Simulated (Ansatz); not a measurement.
# MoSe₂ (P6_3/mmc)

Method: DFT PBE+D3(BJ), scalar-relativistic, plane waves, PAW (Ansatz).

Plane waves to 420 eV, a k mesh through Γ of 12×12×2 on the computed 6-atom cell and Gaussian smearing (0.02 eV); no spin polarisation.

The structure is relaxed at this level of theory with its symmetry kept.

```xyz
6
Lattice="3.2762 0.0000 0.0000 -1.6381 2.8373 0.0000 0.0000 0.0000 12.7318" Properties=species:S:1:pos:R:3 pbc="T T T"
Mo    0.0000    1.8915    3.1829
Mo    1.6381    0.9458    9.5488
Se    0.0000    1.8915    7.8743
Se    1.6381    0.9458    1.5084
Se    0.0000    1.8915   11.2234
Se    1.6381    0.9458    4.8575
```

Kohn–Sham band gap?

0.74 eV.

Löwdin character of the top 1 eV of the valence band?

Mo 4d 58 %, Se 4p 38 %.

Löwdin character of the lowest 1 eV of the conduction band?

Mo 4d 67 %, Se 4p 27 %.

Bader charges (e)?

Mo (2 in the cell) 0.96, Se (4 in the cell) -0.48.

A ferromagnetic start lost its moments in a first run, so spin was left out; other magnetic orders weren't tried.